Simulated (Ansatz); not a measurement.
# Ir in Ansatz: the effect of functional

The system is Ir.

```
Ir
1.0
     2.78758    0.00000    0.00000
    -1.39379    2.41412    0.00000
     0.00000    0.00000    4.52101
Ir
2
Direct
  0.33333 0.66667 0.25000
  0.66667 0.33333 0.75000
```

This isn't the form of Ir at room conditions, which is fcc.

The cell isn't the ideal one: volume scaled by 1.04.

Alike in all runs:

```yaml
Program: Ansatz 0.2.0
Task: single point
Potentials_or_basis: Ansatz PAW
k_mesh: 11 × 11 × 6
Occupations: fermi-dirac, width 0.05 eV
Spin: no spin polarisation
```

```tsv
functional	cutoff	pressure (GPa)
LDA	420 eV (not typed: the program's choice for these potentials)	-28.6
PBEsol	420 eV (not typed: the program's choice for these potentials)	?
r2SCAN	500 eV (not typed: the program's choice for these potentials)	-20.3
```

Question: What does the run with functional PBEsol give?

Answer: Pressure -23.6 GPa.

Caveats: the PAW data sets come from PBE, with cores solved anew for the run's functional, which leaves a small shift of forces and pressure.
